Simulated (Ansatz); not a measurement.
I need a comparison of enthalpies under pressure of two structures of Au. Use the Ansatz DFT code, driven from Python. Level of theory (first run): PBE, PAW, cutoff 653 eV, Gaussian smearing of 0.1 eV.

Script `transition.py`:
```python
# -*- coding: utf-8 -*-
"""Pressure at which two phases of Au cross."""

import csv
import warnings

import ansatz as az
import numpy as np

config = {
    "k_spacing": 0.26,
    "occupations": "gaussian",
    "sigma": 0.1,
}


def bcc(a_site, a):
    return az.Crystal.bcc(a_site, a=a)


def diamond(a_site, a):
    return az.Crystal.diamond(a_site, a=a)


def ground_state(name, crystal, pressure=0.0):
    calc = crystal.calculation()
    calc = calc.functional(az.Functional.PBE)
    calc = calc.basis(24 * az.Ha)
    calc = calc.mixing("msr1", preconditioner="none")
    calc = calc.initial_density(normalization="cell").kpoints(spacing=config["k_spacing"])
    calc = calc.occupations(config["occupations"], width=config["sigma"])
    calc = calc.relax(force_tolerance=0.01, cell=True, pressure=pressure)
    return calc.run()


def volume_per_atom(outcome):
    return abs(np.linalg.det(outcome.lattice.cell_ang)) / len(outcome.lattice.sites)


def main():
    warnings.simplefilter("ignore", az.DeckWarning)

    phases = {}
    phases["bcc"] = bcc("Au", 3.23)
    phases["diamond"] = diamond("Au", 5.6)

    # enthalpy per atom at each pressure
    pressures = [0, 5, 10, 20]
    enthalpy, volume = {name: [] for name in phases}, {name: [] for name in phases}
    for p in pressures:
        for name, crystal in phases.items():
            o = ground_state(name, crystal, pressure=p)
            volume[name].append(volume_per_atom(o))
            enthalpy[name].append(o.report["energy_sigma0_ev"] / len(o.lattice.sites) + p * volume[name][-1] / 160.21766)
    gap = np.array(enthalpy["diamond"]) - np.array(enthalpy["bcc"])
    rows = [(p, va, vb, 1000 * d) for p, va, vb, d in zip(pressures, volume["bcc"], volume["diamond"], gap)]
    with open("transition.csv", "w", newline="") as handle:
        writer = csv.writer(handle)
        writer.writerow(["P (GPa)", "V bcc (A^3/atom)", "V diamond (A^3/atom)", "H(diamond) - H(bcc) (meV/atom)"])
        writer.writerows([round(v, 4) if isinstance(v, float) else v for v in row] for row in rows)
    print(open("transition.csv").read())
    crossings = [p0 - g0 * (p1 - p0) / (g1 - g0) for p0, p1, g0, g1 in zip(pressures, pressures[1:], gap, gap[1:]) if g0 * g1 < 0]
    print("crossing near", [round(float(p), 1) for p in crossings], "GPa") if crossings else print("no crossing in this range")


if __name__ == "__main__":
    main()
```

```console
$ python transition.py
P (GPa),V bcc (A^3/atom),V diamond (A^3/atom),H(diamond) - H(bcc) (meV/atom)
0,18.0833,29.1646,690.4344
5,17.4785,27.0441,1009.5643
10,16.9875,25.6356,1292.8463
20,16.2214,23.7438,1794.9055

no crossing in this range
```

Notes:
- The settings weren't tested for convergence.
- At a fixed pressure a relaxation lowers the enthalpy F + PV, while F alone can rise.
- The meshes are coarse for the metals among these phases, whose energies can be off by up to 40 meV an atom.
- Spin-orbit coupling, which matters for elements this heavy, is left out.
- Only these two structures are compared, at zero temperature and with their symmetry kept; either may be hypothetical, and another phase may be lower than both. Differences under about 40 meV an atom lie within the error of mesh and functional.
- The cells are prototypes set up for this calculation and needn't exist.
- Hardware and time: 77 s on 1 thread of Arm Neoverse V2, on a shared host, peak memory 0.45 GiB.
